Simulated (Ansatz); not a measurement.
The geometry is COD entry 1538565, unchecked; take it as a test cell. The listed cell was then made from it by scaling, straining or moving an atom.

An input for InP: DFT, PBE, PAW with Ansatz's default frozen-core files, scalar-relativistic (Ansatz 0.2.0).

Command: `ansatz run input.yaml --threads 1 --pin off --max-ram 3072MiB --backend cpu --events-out ev --progress --plain --runs-dir out` The run took 5.6 s on 1 thread of Intel(R) Xeon(R) Platinum 8488C (Sapphire Rapids), with other jobs on the host, peak memory 0.47 GiB.

```yaml
crystal:
  lattice:
    - [0.0, 2.855, 2.88355]
    - [2.855, 0.0, 2.88355]
    - [2.855, 2.855, 0.0]
  atoms:
    - { symbol: In, position: [0.0, 0.0, 0.0] }
    - { symbol: P, position: [0.5, 0.5, 0.5] }
kpoints:
  mp_grid: { grid: [11, 11, 11] }
scf:
  occupations: { method: fermi_dirac, width: 0.03 }
hamiltonian:
  xc: pbe
  pseudopotentials: { kind: paw }
output:
  forces: true
  stress: true
  eigenvalues: true
  efg: { contact_densities: true }
  write_density: true
  write_potential: true
  elf: true
  volumetric_format: npy
```

The results part of the log:

```
SCF 1 converged in 7 iterations: F = -6353.430813 eV  dr2 = 3.56e-9
  greatest PAW one-centre occupation: 0.982 electrons in one spin orbital (limit 2), on the In atom at site 0 (counted from 0), in its partial waves of l = 2
SCF converged after 7 iterations
Free energy (F): -6353.430813 eV
Harris-Foulkes:  -6353.430813 eV  (|F-HF|=3.52e-10)
Internal energy: -6353.428194 eV  (E = F + TS)
E sigma→0 (E₀):  -6353.429504 eV
Entropy (-TS):   -0.002619 eV (-1.310 meV/atom)
Fermi energy:    7.776190 eV
--- Per-component energies (eV) ---
  E_band       = -35.372782
  E_kinetic    = 308.704320
  E_local      = -1259.857539  (includes V_loc(G=0)·N_el)
  E_nonlocal   = 401.133681
  E_hartree    = 491.640744
  E_xc         = -274.760593
  E_vxc        = -157.431405  (∫ρ·V_xc dr)
  E_paw        = -4724.460661  (= ΣΔE_a)
  E_vpaw       = -311.203488  (= ΣTr[D̂ρ^β])
  E_aug_tail   = 0.000029  (compensation charges beyond the density's cutoff)
  E_ewald      = -1295.828174
  E_smearing   = -0.002619  (= −TS)
  E_closure    = -0.000000  (closes the sum)
  Σ components = -6353.430813   (vs F -6353.430813, Δ=0.00e0)
--- Forces (eV/Å), atoms counted from 1 ---
  atom   1  In     0.00000000     0.00000000     0.00000000
  atom   2  P      0.00000000     0.00000000     0.00000000
  max |Σ_I F_I| component: 3.16e-30 eV/Å
--- Stress (GPa, compression-positive) ---
       -5.549514       0.000000       0.000000
        0.000000      -5.549514       0.000000
        0.000000      -0.000000      -6.294006
  P = ⅓ Tr σ = -5.7977 GPa (-57.977 kbar)
--- PAW observables at the nuclei: V_zz in 10²¹ V/m², potentials from the cell's mean, atoms counted from 1 ---
  atom   1  In V_zz =    +0.898253   η = 0.0000   by run symmetry: allowed
            electrostatic potential = -7937.273653 V   contact ρ = 1133021.552811 e/Å³
  atom   2  P  V_zz =    -0.102805   η = 0.0000   by run symmetry: allowed
            electrostatic potential = -1495.786853 V   contact ρ = 16026.528729 e/Å³
--- Band table (eV; the first three rows and the last of 126) ---
  k-point 0: bands = ["-6.3128", "-6.3127", "-6.3013", "-6.2983", "-6.2983", "-3.5053", "7.5546", "7.5546", "7.5580", "7.6412", "14.8127", "14.8820", "14.8820"]
  k-point 1: bands = ["-6.3153", "-6.3153", "-6.2996", "-6.2959", "-6.2946", "-3.4146", "6.2522", "7.5710", "7.6231", "8.7634", "14.1484", "14.4815", "14.6076"]
  k-point 2: bands = ["-6.3242", "-6.3237", "-6.2993", "-6.2840", "-6.2831", "-3.1485", "4.9058", "7.6237", "7.6578", "9.6899", "13.2357", "13.4356", "13.5257"]
  k-point 125: bands = ["-6.5111", "-6.3327", "-6.2849", "-6.2240", "-6.2216", "-0.9823", "3.5341", "4.5057", "5.8872", "6.5252", "12.0908", "16.2611", "16.6392"]
```
